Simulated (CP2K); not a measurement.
# Sb (Im-3m) in CP2K: further runs, part 2 of 2

CP2K 2026.2. Earlier steps stand in the parts before.

### 3 Single point, r2SCAN, 25.69 Å³/atom (volume scaled by 0.98)

The input, sb_eos.inp:

```
&GLOBAL
  PROJECT sb_eos
  RUN_TYPE ENERGY_FORCE
  PRINT_LEVEL LOW
&END GLOBAL
&FORCE_EVAL
  METHOD QS
  STRESS_TENSOR ANALYTICAL
  &DFT
    BASIS_SET_FILE_NAME BASIS_MOLOPT_UZH
    POTENTIAL_FILE_NAME POTENTIAL_UZH
    WFN_RESTART_FILE_NAME previous-RESTART.kp
    &MGRID
      CUTOFF 675
      REL_CUTOFF 60
      NGRIDS 5
    &END MGRID
    &QS
      METHOD GPW
      EPS_DEFAULT 1.0E-9
    &END QS
    &KPOINTS
      SCHEME MONKHORST-PACK 10 10 10
      GAMMA_CENTERED T
      SYMMETRY T
      SYMMETRY_BACKEND SPGLIB
    &END KPOINTS
    &SCF
      SCF_GUESS RESTART
      EPS_SCF 1.0E-6
      MAX_SCF 100
      ADDED_MOS 8
      CHOLESKY OFF
      EPS_EIGVAL 1.0E-7
      &DIAGONALIZATION ON
        ALGORITHM STANDARD
      &END DIAGONALIZATION
      &MIXING ON
        METHOD BROYDEN_MIXING
        ALPHA 0.4
        BETA 1.5
        NBUFFER 8
      &END MIXING
      &SMEAR ON
        METHOD FERMI_DIRAC
        ELECTRONIC_TEMPERATURE 580.23
      &END SMEAR
    &END SCF
    &XC
      &XC_FUNCTIONAL
        &MGGA_X_R2SCAN
        &END MGGA_X_R2SCAN
        &MGGA_C_R2SCAN
        &END MGGA_C_R2SCAN
      &END XC_FUNCTIONAL
    &END XC
    &PRINT
      &KPOINTS ON
      &END KPOINTS
      &MULLIKEN ON
      &END MULLIKEN
      &MO ON
        ENERGIES T
        OCCUPATION_NUMBERS T
        &EACH
          QS_SCF 0
        &END EACH
        ADD_LAST NUMERIC
      &END MO
    &END PRINT
  &END DFT
  &SUBSYS
    &CELL
      A 3.2195034319 0.0000000000 0.0000000000
      B -1.0731678107 3.0353769450 0.0000000000
      C -1.0731678107 -1.5176884725 2.6287135444
      PERIODIC XYZ
    &END CELL
    &COORD
      SCALED
      Sb  0.0000000000 0.0000000000 0.0000000000
    &END COORD
    &KIND Sb
      BASIS_SET TZVP-MOLOPT-SCAN-GTH-q5
      POTENTIAL GTH-SCAN-q5
    &END KIND
    &PRINT
      &ATOMIC_COORDINATES ON
      &END ATOMIC_COORDINATES
      &CELL ON
      &END CELL
    &END PRINT
  &END SUBSYS
  &PRINT
    &FORCES ON
    &END FORCES
    &STRESS_TENSOR ON
    &END STRESS_TENSOR
  &END PRINT
&END FORCE_EVAL
```

Potentials or basis: POTENTIAL_UZH Sb GTH-SCAN-q5; TZVP-MOLOPT-SCAN-GTH basis.

On the command line:

```
$ OMP_NUM_THREADS=1 cp2k.psmp -i sb_eos.inp -o sb_eos.out
```

It took 14 s on 1 thread of Arm Neoverse V2, shared host; peak memory 0.25 GiB.

Results (log left out):

| Property | Result |
| --- | --- |
| Free energy | -151.0133 eV |
| Pressure | 3.6 GPa |
| Band gap on the k mesh | none (metal or under the smearing width) |

Caveat: the basis of atomic orbitals isn't converged, which shifts pressures, moduli and gaps.

### 4 Single point, r2SCAN, 26.74 Å³/atom (volume scaled by 1.02)

sb_eos.inp, as its differences from that of step 3:

```diff
@@ -73,5 +73,5 @@
     &CELL
-      A 3.2195034319 0.0000000000 0.0000000000
-      B -1.0731678107 3.0353769450 0.0000000000
-      C -1.0731678107 -1.5176884725 2.6287135444
+      A 3.2627234004 0.0000000000 0.0000000000
+      B -1.0875744668 3.0761251220 0.0000000000
+      C -1.0875744668 -1.5380625610 2.6640025009
       PERIODIC XYZ
```

On the command line:

```
$ OMP_NUM_THREADS=1 cp2k.psmp -i sb_eos.inp -o sb_eos.out
```

It took 12 s on 1 thread of Arm Neoverse V2, shared host; peak memory 0.25 GiB.

The run converged. Its results:

```yaml
Free_energy: -151.0276 eV
Pressure: 0.8 GPa
Band_gap_on_the_k_mesh: none (metal or under the smearing width)
```

Caveat: the basis of atomic orbitals isn't converged, which shifts pressures, moduli and gaps.

### 5 Single point, r2SCAN, 25.16 Å³/atom (volume scaled by 0.96)

sb_eos.inp, as its differences from that of step 4:

```diff
@@ -73,5 +73,5 @@
     &CELL
-      A 3.2627234004 0.0000000000 0.0000000000
-      B -1.0875744668 3.0761251220 0.0000000000
-      C -1.0875744668 -1.5380625610 2.6640025009
+      A 3.1974513465 0.0000000000 0.0000000000
+      B -1.0658171155 3.0145860394 0.0000000000
+      C -1.0658171155 -1.5072930197 2.6107080920
       PERIODIC XYZ
```

On the command line:

```
$ OMP_NUM_THREADS=1 cp2k.psmp -i sb_eos.inp -o sb_eos.out
```

Run time: 14 s. Hardware: 1 thread of Arm Neoverse V2, shared host; peak memory 0.25 GiB.

Results (log left out):

- Free energy: -150.9990 eV
- Pressure: 5.2 GPa
- Band gap on the k mesh: none (metal or under the smearing width)

Caveat: the basis of atomic orbitals isn't converged, which shifts pressures, moduli and gaps.

### 6 Single point, r2SCAN, 27.26 Å³/atom (volume scaled by 1.04)

sb_eos.inp, as its differences from that of step 5:

```diff
@@ -73,5 +73,5 @@
     &CELL
-      A 3.1974513465 0.0000000000 0.0000000000
-      B -1.0658171155 3.0145860394 0.0000000000
-      C -1.0658171155 -1.5072930197 2.6107080920
+      A 3.2839105096 0.0000000000 0.0000000000
+      B -1.0946368366 3.0961005202 0.0000000000
+      C -1.0946368366 -1.5480502601 2.6813017031
       PERIODIC XYZ
```

Potentials or basis: POTENTIAL_UZH Sb GTH-SCAN-q5; TZVP-MOLOPT-SCAN-GTH basis.

On the command line:

```
$ OMP_NUM_THREADS=1 cp2k.psmp -i sb_eos.inp -o sb_eos.out
```

Wall time 12 s (1 thread of Arm Neoverse V2, shared host); peak memory 0.25 GiB.

The run converged. Its results:

| Quantity | Value |
| --- | --- |
| Free energy | -151.0284 eV |
| Pressure | -0.4 GPa |
| Band gap on the k mesh | none (metal or under the smearing width) |

Caveat: the basis of atomic orbitals isn't converged, which shifts pressures, moduli and gaps.

### 7 Single point, r2SCAN, 24.64 Å³/atom (volume scaled by 0.94)

sb_eos.inp, as its differences from that of step 6:

```diff
@@ -73,5 +73,5 @@
     &CELL
-      A 3.2839105096 0.0000000000 0.0000000000
-      B -1.0946368366 3.0961005202 0.0000000000
-      C -1.0946368366 -1.5480502601 2.6813017031
+      A 3.1750908153 0.0000000000 0.0000000000
+      B -1.0583636051 2.9935043284 0.0000000000
+      C -1.0583636051 -1.4967521642 2.5924507948
       PERIODIC XYZ
```

On the command line:

```
$ OMP_NUM_THREADS=1 cp2k.psmp -i sb_eos.inp -o sb_eos.out
```

Wall time 14 s (1 thread of Arm Neoverse V2, shared host); peak memory 0.25 GiB.

Results (log left out):

```yaml
Free_energy: -150.9791 eV
Pressure: 7.0 GPa
Band_gap_on_the_k_mesh: none (metal or under the smearing width)
```

Caveat: the basis of atomic orbitals isn't converged, which shifts pressures, moduli and gaps.

### 8 Single point, r2SCAN, 27.79 Å³/atom (volume scaled by 1.06)

sb_eos.inp, as its differences from that of step 7:

```diff
@@ -73,5 +73,5 @@
     &CELL
-      A 3.1750908153 0.0000000000 0.0000000000
-      B -1.0583636051 2.9935043284 0.0000000000
-      C -1.0583636051 -1.4967521642 2.5924507948
+      A 3.3048277010 0.0000000000 0.0000000000
+      B -1.1016092337 3.1158214373 0.0000000000
+      C -1.1016092337 -1.5579107187 2.6983805184
       PERIODIC XYZ
```

On the command line:

```
$ OMP_NUM_THREADS=1 cp2k.psmp -i sb_eos.inp -o sb_eos.out
```

Run time: 11 s. Hardware: 1 thread of Arm Neoverse V2, shared host; peak memory 0.25 GiB.

It converged, with:

```yaml
Free_energy: -151.0252 eV
Pressure: -1.4 GPa
Band_gap_on_the_k_mesh: none (metal or under the smearing width)
```

Caveat: the basis of atomic orbitals isn't converged, which shifts pressures, moduli and gaps.

### 9 Equation of state, r2SCAN

Potentials or basis: POTENTIAL_UZH Sb GTH-SCAN-q5; TZVP-MOLOPT-SCAN-GTH basis.

This step only gathers the single runs of the series.

Results:

```yaml
Equilibrium_volume: 27.09 Å³/atom
Bulk_modulus: 62 GPa
Pressure_derivative_of_the_bulk_modulus: "3.5 (rough: it moves with the points fitted)"
```

Energy against volume, from the lowest point:
| volume (Å³/atom) | energy (meV/atom) |
| --- | --- |
| 24.640 | 49.26 |
| 25.165 | 29.43 |
| 25.689 | 15.06 |
| 26.213 | 5.64 |
| 26.737 | 0.77 |
| 27.262 | 0.00 |
| 27.786 | 3.17 |

Caveat: the basis of atomic orbitals isn't converged, which shifts pressures, moduli and gaps. Spin-orbit coupling is left out, which matters for the levels of Sb.
